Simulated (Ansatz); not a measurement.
# Mo: the cost of one run

Method: DFT LDA, all-electron LAPW, scalar-relativistic unless said, in Ansatz 0.2.0.

1 further run of the same task is left out (it didn't finish).

**1. The system as given**

It takes space group Im-3m (No. 229, cubic). Conventional cell: a = 3.112 Å, b = 3.112 Å, c = 3.112 Å, α = 90.00°, β = 90.00°, γ = 90.00°. Mo (site symmetry m-3m) is surrounded by 8 Mo at 2.69 Å.

Coordinates:

```xyz
1
Lattice="-1.5559 1.5559 1.5559 1.5559 -1.5559 1.5559 1.5559 1.5559 -1.5559" Properties=species:S:1:pos:R:3 pbc="T T T"
Mo    0.0000    0.0000    0.0000
```

Cartesian axes are those of the input's lattice vectors. The structure goes back to a database entry.

**2. Reference run, LAPW**

input.yaml reads:

```yaml
crystal:
  lattice:
    - [-1.55590151673, 1.55590151673, 1.55590151673]
    - [1.55590151673, -1.55590151673, 1.55590151673]
    - [1.55590151673, 1.55590151673, -1.55590151673]
  atoms:
    - { symbol: Mo, position: [0.0, 0.0, 0.0] }
kpoints:
  mp_grid: { grid: [20, 20, 20] }
scf:
  occupations: { method: fermi_dirac, width: 0.08 }
hamiltonian:
  xc: lda
  pseudopotentials: { kind: all_electron, lapw: { basis_error: 0.001 } }
phonons:
  qmesh: [4, 4, 4]
  qpath:
    path:
      - [0.0, 0.0, 0.0]
      - [0.5, -0.5, 0.5]
      - [0.0, 0.0, 0.5]
      - [0.0, 0.0, 0.0]
      - [0.25, 0.25, 0.25]
      - [0.5, -0.5, 0.5]
      - [0.25, 0.25, 0.25]
      - [0.0, 0.0, 0.5]
    npoints: 6
  temperatures: { t_min: 0, t_max: 1000, t_step: 100 }
```

The run is started by

```console
$ ansatz run input.yaml --threads 2 --pin off --max-ram 10240MiB --backend cpu --events-out ev --progress --plain --runs-dir out
```

What time and memory should one allow on 2 threads of Intel Xeon 6975P-C (Granite Rapids), shared host?

About 49 min, with a peak of 8 GiB.
